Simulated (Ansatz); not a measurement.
PbSe:

```xyz
4
Lattice="0.0000 12.0008 3.1254 3.1182 0.0000 3.1254 3.1182 12.0008 0.0000" Properties=species:S:1:pos:R:3 pbc="T T T"
Pb    3.1182   19.3757    3.1129
Pb    3.1182    4.6259    3.1129
Se    3.1182    7.4544    3.0317
Se    3.1182   16.5472    3.0317
```

The cell comes from a database or a generator and needn't be the stable form of this composition.

* Program: Ansatz 0.2.0
* Task: single point
* Functional: PBE
* Potentials or basis: Ansatz PAW
* Cutoff: 420 eV (not typed: the program's choice for these potentials)
* k mesh: 6 × 6 × 6
* Occupations: fermi-dirac, width 0.05 eV
* Spin: no spin polarisation

On this cell: pressure 0.0 GPa; largest force 0.026 eV/Å; band gap on the k mesh 1.68 eV, direct.

The same run follows on a disturbed copy (atoms moved at random, drawn with an rms of 0.05 Å):

```xyz
4
Lattice="0.0000 12.0008 3.1254 3.1182 0.0000 3.1254 3.1182 12.0008 0.0000" Properties=species:S:1:pos:R:3 pbc="T T T"
Pb    3.1227   19.3787    3.1178
Pb    3.1265    4.6241    3.1163
Se    3.1327    7.4815    3.0283
Se    3.1355   16.4990    3.0440
```

Q: What does the disturbed cell give?

A: The energy moves by +2.0 meV/atom; pressure -0.3 GPa; largest force 0.217 eV/Å; band gap on the k mesh 1.55 eV, direct.

Forces in eV/Å, atoms in the order of the input:
```
Pb   0.004 -0.169 -0.020
Pb   0.001  0.060 -0.014
Se   0.000 -0.107  0.031
Se  -0.004  0.217  0.003
```

Stress tensor (GPa, compression positive):
```
-0.14  0.01  0.00
 0.01 -0.55  0.02
 0.00  0.02 -0.16
```

Caveats: spin-orbit coupling is left out, which as a rule narrows the gap of such compounds by several tenths of an eV.

A k mesh can miss the band edges.
